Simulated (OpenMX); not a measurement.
The system is SnO.

```
Sn O
1.0
     3.81370    0.00000    0.00000
     0.00000    3.81370    0.00000
     0.00000    0.00000    4.88691
Sn O
2 2
Direct
  0.50000 0.00000 0.76463
  0.00000 0.50000 0.23537
  0.00000 0.00000 0.00000
  0.50000 0.50000 0.00000
```

The cell is a database's computed one.

Base run:

| Item | Value |
| --- | --- |
| Program | OpenMX 3.8.5 |
| Functional | PBE |
| Potentials or basis | OpenMX 2013 PBE set, Sn7.0-s3p2d2, O6.0-s2p2d1, grid cutoff 500 Ry |
| k mesh | 7 × 7 × 7 |
| Occupations | fermi-dirac, width 0.05 eV |
| Spin | no spin polarisation |

Its results: band gap on the k mesh 0.29 eV, indirect (least direct gap 1.89 eV); pressure 7.8 GPa; largest force 1.195 eV/Å.

Problem. The run is repeated on the same cell with these changes: potentials or basis from OpenMX 2013 PBE set, Sn7.0-s3p2d2, O6.0-s2p2d1, grid cutoff 500 Ry to OpenMX 2013 PBE set, Sn7.0-s3p2d2f1, O6.0-s3p2d2, grid cutoff 500 Ry. What comes out?

Solution. Band gap on the k mesh 0.34 eV, indirect (least direct gap 1.96 eV); pressure 6.6 GPa; largest force 0.898 eV/Å.

Caveats: spin-orbit coupling is left out, which moves the levels of the heavy elements; the basis of atomic orbitals isn't converged, which shifts pressures, moduli and gaps; an odd mesh through Γ misses points on the zone boundary, where band edges often lie (some runs); forces of over 1 eV/Å show positions far from the minimum, so gaps and moduli don't describe the material at rest (some runs); the mesh misses the band edges, which the band path finds closer together (some runs).

Not every run made on this cell is shown here.
